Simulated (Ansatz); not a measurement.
# InSe: an axial (c/a) deformation path

The task here is to estimate one member of a computed series from the others.

A COD entry behind a cell of this session may itself be a prediction, so a difference from it is no test against experiment.

Computed with Ansatz 0.2.0 (DFT PBEsol, scalar-relativistic, plane waves, PAW, unless a step's input says otherwise).

**Starting point**

Symmetry: R3m, No. 160, trigonal system. The conventional cell has a = 4.000 Å, b = 4.000 Å, c = 24.950 Å, α = 90.00°, β = 90.00°, γ = 120.00°. In (site symmetry 3m) is surrounded by 3 Se at 2.64 Å and 1 In at 2.80 Å. Se (site symmetry 3m) has 3 In at 2.64 Å in its first shell of neighbours.

As a file:

```cif
data_structure
_symmetry_space_group_name_H-M 'R3m:H'
_symmetry_Int_Tables_number 160
_cell_length_a 4.0000
_cell_length_b 4.0000
_cell_length_c 24.9500
_cell_angle_alpha 90.000
_cell_angle_beta 90.000
_cell_angle_gamma 120.000
_cell_volume 345.72
loop_
_atom_site_label
_atom_site_type_symbol
_atom_site_symmetry_multiplicity
_atom_site_Wyckoff_symbol
_atom_site_fract_x
_atom_site_fract_y
_atom_site_fract_z
_atom_site_occupancy
In1 In 3 a 0.00000 0.00000 0.00000 1
In2 In 3 a 0.66667 0.33333 0.22113 1
Se1 Se 3 a 0.33333 0.66667 0.05117 1
Se2 Se 3 a 0.00000 0.00000 0.17000 1
```

No relaxation comes first: the listed cell is the starting point.

Set-up of the first run:

Contents of input.yaml:

```yaml
crystal:
  lattice:
    - [1.9999996503, 1.1547003365, 8.31667]
    - [-1.9999996503, 1.1547003365, 8.31667]
    - [0.0, -2.309400673, 8.31667]
  atoms:
    - { symbol: In, position: [0.0, 0.0, 0.0] }
    - { symbol: In, position: [0.1122, 0.1122, 0.1122] }
    - { symbol: Se, position: [0.6155, 0.6155, 0.6155] }
    - { symbol: Se, position: [0.83, 0.83, 0.83] }
basis:
  ecutwfc: 420
kpoints:
  mp_grid: { grid: [12, 12, 12] }
hamiltonian:
  xc: pbesol
scf:
  occupations: { method: gaussian, width: 0.03 }
output:
  forces: true
  stress: true
  eigenvalues: true
  write_density: true
  write_potential: true
  elf: true
  volumetric_format: npy
```

Launch:

```sh
> ansatz run input.yaml --threads 1 --pin off --max-ram 2560MiB --backend cpu --events-out ev --progress --plain --runs-dir out
```

Steps of the session up to this table: The reference: the undisturbed cell on the scan's mesh; ρ = 0.850; Point ρ = 1.200; ρ = 0.920; At ρ = 1.100; Point ρ = 0.960; ρ = 1.050; At ρ = 0.800.

One of the session's tables, all rows but one given; the rest of the session is left out.

It belongs to the step «The scan collected». The scan, with free energies counted from the undisturbed cell:

```
    ρ  ΔE (meV/atom)  pressure (GPa)  gap on the mesh (eV)
0.800          208.7             1.6                  0.30
0.850          102.7             0.8                  0.23
0.920           22.9             0.3                  0.13
0.960            4.0             0.2                  0.10
1.000            0.0             0.2                  0.30
1.050              ?               ?                     ?
1.100           39.9             0.7                  0.85
1.200          131.4             1.5                  0.94
```

Q: Estimate the row for ρ = 1.050 from the others.

Worked estimate for «ΔE (meV/atom)». A straight line through the neighbours (1.000, 0.0) and (1.100, 39.9) gives 0.0 + (39.9 − 0.0) × (1.050 − 1.000) / (1.100 − 1.000) = 19.9; a parabola fitted to 4 rows on both sides gives 13.4.

The run gave: ΔE (meV/atom): 12.2; pressure (GPa): 0.4; gap on the mesh (eV): 0.59. In «ΔE (meV/atom)» the line misses by +7.7 and the parabola by +1.2.
